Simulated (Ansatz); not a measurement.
An Ansatz (a first-principles code) input (PBE-D3(BJ) (Ansatz), spin-orbit coupling left out, earlier PAW set):

Ansatz 0.2 input:
```yaml
crystal:
  lattice:
    - [2.1089224458, 1.2175869418, 9.8057301671]
    - [-2.1089224458, 1.2175869418, 9.8057301671]
    - [0, -2.4351738836, 9.8057301671]
  atoms:
    - { symbol: Sb, position: [0.3990597583, 0.3990597583, 0.3990597583] }
    - { symbol: Sb, position: [0.6009402417, 0.6009402417, 0.6009402417] }
    - { symbol: Te, position: [0, 0, 0] }
    - { symbol: Te, position: [0.2101584688, 0.2101584688, 0.2101584688] }
    - { symbol: Te, position: [0.7898415312, 0.7898415312, 0.7898415312] }
basis: { ecutwfc: 420, ecutrho_ratio: 4, xc_grid: 2, fft_grid_basis: typed }
kpoints: { mp_grid: { grid: [9, 9, 9] } }
hamiltonian:
  xc: pbe
  dispersion: d3bj
  pseudopotentials: { azcp: { folder: ./paw }, kind: paw }
scf: { occupations: { method: fermi_dirac, width: 0.05 }, convergence: { dr2_threshold: 0.0000000005 } }
relax: { f_tol: 0.005, max_steps: 50 }
output: { forces: true, stress: true }
checkpoint: { write: state.ck, write_every: 1000 }
```

Q: Which symmetry and how many k-points will the program report, and about how many plane waves at Γ?

A: Space group R-3m (ITA 166) with 12 operations, k-points 85 of 729, and 2937 plane waves at Γ.

Q: And the final pressure?

A: 1.94 GPa (compression positive).

The cells carry an imposed strain or load. Whether these cells are dynamically stable was not tested. The final runs are not spin-polarised. The cell was made from Sb2Te3 in the Bi2Te3 type structure (space group R-3m, No. 166) by this change: isotropic strain −1.37 %.
